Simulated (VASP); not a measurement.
Input of a VASP 6.6.1 run:

INCAR

```
  PREC = Accurate
  ENCUT = 520
  EDIFF = 1E-6
  ISMEAR = 0
  SIGMA = 0.1
  LREAL = False
  LASPH = True
  NELM = 100
  ALGO = Normal
  ISIF = 2
  LWAVE = False
  LCHARG = False
  GGA = PE
  NBANDS = 12
```

File KPOINTS:

```
Automatic mesh
0
Gamma
  20 20 20
```

The input POSCAR:

```
Cu
1.0
   -1.4755309218      1.4755309218      1.3795553980
    1.4755309218     -1.4755309218      1.3795553980
    1.4755309218      1.4755309218     -1.3795553980
Cu
1
Direct
    0.0000000000      0.0000000000      0.0000000000
```

Potentials or basis: VASP PAW PBE potentials, release 64 (Cu).

Run with:

```sh
$ cat potpaw_PBE.64/Cu/POTCAR > POTCAR
$ mpirun -np 1 vasp_std > vasp.out
```

(1) Predict the band gap on the k mesh.

(2) Estimate the pressure.

Results:

(1) none (metal or under the smearing width).

(2) 0.5 GPa.
